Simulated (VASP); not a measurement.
# Sr (Fm-3m) in VASP: settings compared, part 2 of 2

VASP 6.6.1. The steps go on from the part before.

## (4) Relaxation of cell and atoms, LDA

INCAR reads:

```
ALGO     = Normal         # electronic algorithm
EDIFF    = 1E-6           # SCF threshold, eV
EDIFFG   = -0.01          # ionic threshold
ENCUT    = 600            # plane-wave cutoff, eV
IBRION   = 2              # ionic algorithm
ISIF     = 3              # what is computed and relaxed
ISMEAR   = 1              # smearing method
LASPH    = T              # aspherical terms in the spheres
LCHARG   = F              # write CHGCAR
LREAL    = F              # projectors in reciprocal space
LWAVE    = F              # write WAVECAR
NELM     = 80             # most SCF steps
NSW      = 90             # ionic steps
PREC     = Accurate       # precision mode
SIGMA    = 0.1            # smearing width, eV
```

KPOINTS reads:

```
k-points
0
Gamma
  12 12 12
```

POSCAR reads:

```
Sr
1.0
    0.0000000000      3.0423500000      3.0423500000
    3.0423500000      0.0000000000      3.0423500000
    3.0423500000      3.0423500000      0.0000000000
Sr
1
Direct
    0.0000000000      0.0000000000      0.0000000000
```

Potentials or basis: VASP PAW LDA potentials, release 64 (Sr_sv).

On the command line:

```console
$ cat potpaw_LDA.64/Sr_sv/POTCAR > POTCAR
$ mpirun -np 1 vasp_std > vasp.out
```

Run time: 67 s. Hardware: 1 thread of Intel Xeon 6975P-C (Granite Rapids), shared host; peak memory 0.2 GiB.

The run converged. Its results:

| Item | Value |
| --- | --- |
| Free energy | -1.8973 eV |
| Relaxed volume | 48.56 Å³/atom |
| Relaxed cell | a = 4.095 Å, b = 4.095 Å, c = 4.095 Å, α = 60.00°, β = 60.00°, γ = 60.00° |
| Space group after relaxing (to 0.05 Å) | Fm-3m (No. 225) |
| Energy gained by relaxing | 44.3 meV/atom |
| Ionic steps | 4 |
| Pressure after relaxing | 0.0 GPa |
| Band gap on the k mesh | 0.05 eV, direct |

The path:
```tsv
step	energy change (eV)	largest force (eV/Å)	pressure (GPa)	volume (Å³)
1	0.0000	0.0000	-1.64	56.32
2	-0.0358	0.0000	-0.82	51.76
3	-0.0442	0.0000	-0.09	48.89
4	-0.0443	0.0000	0.03	48.56
```

Final structure:
```
Sr
1.0
     0.00000    2.89567    2.89567
     2.89567    0.00000    2.89567
     2.89567    2.89567    0.00000
Sr
1
Direct
  0.00000 0.00000 0.00000
```

Levels at points of the mesh, in eV from the valence-band top:
| k point | band 3 | band 4 | band 5 | band 6 | band 7 | band 8 |
| --- | --- | --- | --- | --- | --- | --- |
| (0.00, 0.00, 0.00) | -18.17 | -18.17 | -3.84 | 2.38 | 2.38 | 2.38 |
| (0.50, 0.00, 0.00) | -18.22 | -18.22 | -1.24 | 0.32 | 2.21 | 2.21 |
| (0.50, 0.50, 0.00) | -18.29 | -18.29 | -0.81 | 0.17 | 1.41 | 5.26 |

Caveat: the volume moved by -14 % from the deposited cell, more than functionals usually miss. A k mesh can miss the band edges.

## (5) Relaxation of cell and atoms, LDA

This run uses another cell than the first one, of 48.56 Å³/atom, 0.862 times its volume.

Changes to INCAR since step 4:

```diff
@@ -1,4 +1,4 @@
 ALGO     = Normal         # electronic algorithm
-EDIFF    = 1E-6           # SCF threshold, eV
-EDIFFG   = -0.01          # ionic threshold
+EDIFF    = 1E-7           # SCF threshold, eV
+EDIFFG   = -0.005         # ionic threshold
 ENCUT    = 600            # plane-wave cutoff, eV
```

KPOINTS is that of step 4.

POSCAR reads:

```
Sr                                      
1.0
   -0.0000000000      2.8956710299      2.8956710299
    2.8956710299     -0.0000000000      2.8956710299
    2.8956710299      2.8956710299     -0.0000000000
  Sr            
     1
Direct
     1.0000000000000000    0.0000000000000000    0.0000000000000000
```

On the command line:

```console
$ cat potpaw_LDA.64/Sr_sv/POTCAR > POTCAR
$ mpirun -np 1 vasp_std > vasp.out
```

Wall time 20 s (1 thread of Intel Xeon 6975P-C (Granite Rapids), shared host); peak memory 0.19 GiB.

Results (log left out):

```
Free energy             : -1.8971 eV
Pressure after relaxing : 0.0 GPa
Band gap on the k mesh  : 0.05 eV, direct
```

Final structure:
```cif
data_structure
_symmetry_space_group_name_H-M 'P 1'
_symmetry_Int_Tables_number 1
_cell_length_a 4.0951
_cell_length_b 4.0951
_cell_length_c 4.0951
_cell_angle_alpha 60.000
_cell_angle_beta 60.000
_cell_angle_gamma 60.000
_cell_volume 48.56
loop_
_atom_site_label
_atom_site_type_symbol
_atom_site_fract_x
_atom_site_fract_y
_atom_site_fract_z
_atom_site_occupancy
Sr1 Sr 0.00000 0.00000 0.00000 1
```

Levels at points of the mesh, in eV from the valence-band top:
```csv
k point,band 1,band 2,band 3,band 4,band 5,band 6,band 7,band 8,band 9
"(0.00, 0.00, 0.00)",-36.22,-18.17,-18.17,-18.17,-3.84,2.38,2.38,2.38,4.04
"(0.50, 0.00, 0.00)",-36.20,-18.49,-18.22,-18.22,-1.24,0.32,2.21,2.21,5.25
"(0.50, 0.50, 0.00)",-36.19,-18.47,-18.29,-18.29,-0.81,0.17,1.41,5.26,5.60
```

Caveat: the relaxation stopped at its first step, so nothing moved. A k mesh can miss the band edges.

## (6) Relaxation of cell and atoms, PBEsol

INCAR reads:

```
SYSTEM = Sr
PREC     = Accurate       ! precision mode
ENCUT    = 600            ! plane-wave cutoff, eV
EDIFF    = 1E-6           ! SCF threshold, eV
ISMEAR   = 1              ! smearing method
SIGMA    = 0.1            ! smearing width, eV
LREAL    = .FALSE.        ! projectors in reciprocal space
LASPH    = .TRUE.         ! aspherical terms in the spheres
NELM     = 80             ! most SCF steps
ALGO     = Normal         ! electronic algorithm
ISIF     = 3              ! what is computed and relaxed
LWAVE    = .FALSE.        ! write WAVECAR
LCHARG   = .FALSE.        ! write CHGCAR
GGA      = PS             ! functional
IBRION   = 2              ! ionic algorithm
NSW      = 90             ! ionic steps
EDIFFG   = -0.01          ! ionic threshold
```

KPOINTS reads:

```
Automatic mesh
0
G
  12 12 12
  0 0 0
```

POSCAR reads:

```
Sr
1.0
    0.0000000000      3.0423500000      3.0423500000
    3.0423500000      0.0000000000      3.0423500000
    3.0423500000      3.0423500000      0.0000000000
Sr
1
Direct
    0.0000000000      0.0000000000      0.0000000000
```

Potentials or basis: VASP PAW PBE potentials, release 64 (Sr_sv).

On the command line:

```console
$ cat potpaw_PBE.64/Sr_sv/POTCAR > POTCAR
$ mpirun -np 1 vasp_std > vasp.out
```

It took 59 s on 1 thread of Intel Xeon Platinum 8559C (Emerald Rapids), shared host; peak memory 0.23 GiB.

The run converged. Its results:

- Free energy: -1.8396 eV
- Relaxed volume: 51.67 Å³/atom
- Relaxed cell: a = 4.181 Å, b = 4.181 Å, c = 4.181 Å, α = 60.00°, β = 60.00°, γ = 60.00°
- Space group after relaxing (to 0.05 Å): Fm-3m (No. 225)
- Energy gained by relaxing: 13.9 meV/atom
- Ionic steps: 3
- Pressure after relaxing: 0.0 GPa
- Band gap on the k mesh: none (metal or under the smearing width)

The path:
```tsv
step	energy change (eV)	largest force (eV/Å)	pressure (GPa)	volume (Å³)
1	0.0000	0.0000	-0.91	56.32
2	-0.0111	0.0000	-0.45	53.74
3	-0.0139	0.0000	0.02	51.67
```

Final structure:
```xyz
1
Lattice="0.0000 2.9562 2.9562 2.9562 0.0000 2.9562 2.9562 2.9562 0.0000" Properties=species:S:1:pos:R:3 pbc="T T T"
Sr    0.0000    0.0000    0.0000
```

Levels at points of the mesh, in eV from the Fermi level:
```csv
k point,band 1,band 2,band 3,band 4,band 5,band 6,band 7,band 8,band 9
"(0.00, 0.00, 0.00)",-36.43,-18.31,-18.31,-18.31,-3.77,2.39,2.39,2.39,3.96
"(0.50, 0.00, 0.00)",-36.41,-18.56,-18.35,-18.35,-1.18,0.15,2.22,2.22,5.09
"(0.50, 0.50, 0.00)",-36.40,-18.55,-18.40,-18.40,-0.73,0.27,1.19,5.10,5.42
```

Caveat: the PAW data sets were made with another functional, which shifts forces and pressure a little.

## (7) Overview

| level | potentials or basis | gap on the mesh (eV) | pressure (GPa) |
| --- | --- | --- | --- |
| PBE | VASP PAW PBE potentials, release 64 (Sr_sv) | none | 0.0 |
| LDA | VASP PAW LDA potentials, release 64 (Sr_sv) | 0.05 | 0.0 |
| PBEsol | VASP PAW PBE potentials, release 64 (Sr_sv) | none | 0.0 |

Alike in all rows: task relaxation of cell and atoms; no spin polarisation; cell relaxed; k mesh 12 × 12 × 12; cutoff (eV) 600; smearing methfessel-paxton 0.1 eV.

Caveats: the relaxation stopped at its first step, so nothing moved (some runs); the PAW data sets were made with another functional, which shifts forces and pressure a little (some runs).

Total energies depend on the potentials used, so only differences within one code and one set of settings carry meaning.
